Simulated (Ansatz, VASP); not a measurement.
Two plane-wave programs on TiO2

```
Ti O
1.0
     2.93858    0.00000    0.00000
     0.00021    4.70761    0.00000
     1.46873    0.24235    7.08346
Ti O
3 6
Direct
  0.00337 0.00039 0.00070
  0.34464 0.48026 0.31696
  0.66171 0.52047 0.68450
  0.44004 0.18544 0.12854
  0.77793 0.29773 0.45188
  0.10124 0.30895 0.80624
  0.90650 0.69184 0.19517
  0.22941 0.70301 0.54951
  0.56803 0.81530 0.87283
```

Change from the starting cell: strain = -0.01.

Alike in both runs: task relaxation of the atoms; functional PBE; k mesh 7 × 5 × 3; occupations fermi-dirac, width 0.05 eV; no spin polarisation.

```csv
,VASP,Ansatz
version,VASP 6.6.1,Ansatz 0.2.0
potentials or method,"VASP PAW PBE potentials, release 64 (Ti_sv, O)",Ansatz PAW
plane-wave cutoff (eV),520,420
valence electrons in the cell,72,72
```

Ansatz gave:

```
gap on the k mesh at the Fermi level, each at its own relaxed structure (eV) : 2.32
```

Task: Estimate VASP's values.

Result: gap on the k mesh at the Fermi level, each at its own relaxed structure (eV): 2.30.

Caveats: an odd mesh through Γ misses points on the zone boundary, where band edges often lie (VASP); odd divisions of the mesh miss points on the zone boundary, where band edges often lie, so the gap on the mesh can be too wide (Ansatz).
